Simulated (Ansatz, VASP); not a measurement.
Two plane-wave programs on HfO2

```
Hf O
1.0
     0.00000    2.52293    2.52293
     2.52293    0.00000    2.52293
     2.52293    2.52293    0.00000
Hf O
1 2
Direct
  0.00000 0.00000 0.00000
  0.75000 0.75000 0.75000
  0.25000 0.25000 0.25000
```

Measurements of this composition are mostly on another form, of space group No. 14.

Alike in both runs: task single point; functional r2SCAN; k mesh 9 × 9 × 9; occupations fermi-dirac, width 0.05 eV; no spin polarisation.

```csv
,VASP,Ansatz
version,VASP 6.6.1,Ansatz 0.2.0
potentials or method,"VASP PAW PBE potentials, release 64 (Hf_pv, O)",Ansatz PAW
plane-wave cutoff (eV),520,500
valence electrons in the cell,22,38
```

```csv
,VASP,Ansatz,Ansatz less VASP
gap on the k mesh at the Fermi level (eV),4.45,4.44,-0.013
least direct gap on the mesh (eV),4.56,4.55,-0.014
pressure (GPa),-2.0,2.1,+4.06
```

One of these differences is far larger than is usual between the two programs; its cause wasn't traced. The two sets of potentials don't hold the same shells in valence.

Caveats: spin-orbit coupling is left out, which moves the levels of the heavy elements; the PAW data sets were made with another functional, which shifts forces and pressure a little (VASP); an odd mesh through Γ misses points on the zone boundary, where band edges often lie (VASP); odd divisions of the mesh miss points on the zone boundary, where band edges often lie, so the gap on the mesh can be too wide (Ansatz); the PAW data sets come from PBE, with cores solved anew for the run's functional, which leaves a small shift of forces and pressure (Ansatz). r2SCAN opens gaps a little over a GGA but as a rule still falls short of measured ones.
